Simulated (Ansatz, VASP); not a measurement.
**Two plane-wave programs on Al**

The input INCAR:

```
SYSTEM = Al
PREC = Accurate
ENCUT = 520
EDIFF = 1E-6
ISMEAR = 0
SIGMA = 0.022
LREAL = .False.
LASPH = .True.
NELM = 60
ALGO = Normal
ISIF = 2
LWAVE = .False.
LCHARG = .False.
GGA = PE
NBANDS = 8
```

KPOINTS

```
regular mesh
0
Gamma
  12 12 12
  0 0 0
```

POSCAR

```
Al
1.0
   -1.5912186900      1.5912186900      1.5912186900
    1.5912186900     -1.5912186900      1.5912186900
    1.5912186900      1.5912186900     -1.5912186900
Al
1
Direct
    0.0000000000      0.0000000000      0.0000000000
```

Contents of input.yaml:

```yaml
crystal:
  lattice:
    - [-1.59121869, 1.59121869, 1.59121869]
    - [1.59121869, -1.59121869, 1.59121869]
    - [1.59121869, 1.59121869, -1.59121869]
  atoms:
    - { symbol: Al, position: [0.0, 0.0, 0.0] }
hamiltonian:
  xc: pbe
  pseudopotentials: { kind: paw }
kpoints:
  mp_grid: { grid: [12, 12, 12] }
scf:
  occupations: { method: gaussian, width: 0.022 }
output:
  forces: true
  stress: true
  eigenvalues: true
```

This isn't the form of Al at room conditions, which is fcc.

Alike in both runs: task single point; functional PBE; k mesh 12 × 12 × 12; occupations gaussian, width 0.022 eV; no spin polarisation.

|  | VASP | Ansatz |
| --- | --- | --- |
| version | VASP 6.6.1 | Ansatz 0.2.0 |
| potentials or method | VASP PAW PBE potentials, release 64 (Al) | Ansatz PAW |
| plane-wave cutoff (eV) | 520 | 420 |
| valence electrons in the cell | 3 | 3 |

|  | VASP | Ansatz | Ansatz less VASP |
| --- | --- | --- | --- |
| gap on the k mesh at the Fermi level (eV) | none | none | - |
| pressure (GPa) | 3.9 | 3.9 | +0.02 |

A gap of «none» marks a metal or a gap that the smearing closes. With one functional, cell and mesh, what is left measures potentials, basis and numerics.
